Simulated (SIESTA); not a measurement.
## CO2 in SIESTA: the effect of functional

CO2:

```
CELL_PARAMETERS angstrom
-1.97473 1.97473 3.01406
1.97473 -1.97473 3.01406
1.97473 1.97473 -3.01406
ATOMIC_POSITIONS crystal
O 0.87500 0.95980 0.58480
O 0.37500 0.29020 0.41520
O 0.04020 0.62500 0.91520
O 0.70980 0.12500 0.08480
C 0.00000 0.00000 0.00000
C 0.75000 0.25000 0.50000
```

The cell comes from a database or a generator and needn't be the stable form of this composition.

Alike in all runs:

| Quantity | Value |
| --- | --- |
| Program | SIESTA 5.4.2 |
| Task | band structure |
| Basis | DZP (energy shift 0.003 Ry) |
| Grid cutoff | 800 Ry |
| Energy shift | 0.003 Ry |
| k mesh | 9 × 9 × 9 |
| Occupations | fermi-dirac, width 0.05 eV |
| Spin | no spin polarisation |

Task: One run gave: gap on the mesh 7.50 eV; pressure -2.7 GPa; largest force 0.28 eV/Å. Which functional did it use?
A. LDA
B. PBEsol
C. BLYP

Result: B.

| functional | potentials or basis | gap on the mesh (eV) | pressure (GPa) | largest force (eV/Å) |
| --- | --- | --- | --- | --- |
| PBEsol | PseudoDojo 0.4 standard (PBEsol files) | 7.50 | -2.7 | 0.28 |
| LDA | PseudoDojo 0.4 standard (LDA files) | 7.39 | -9.5 | 0.01 |
| BLYP | PseudoDojo 0.4 standard (PBE files) | 7.70 | 10.9 | 0.81 |

Caveats: the basis of atomic orbitals isn't converged, which shifts pressures, moduli and gaps; the potentials were made for another functional, which shifts forces and pressure (some runs).

A k mesh can miss the band edges.

Not every run made on this cell is shown here.
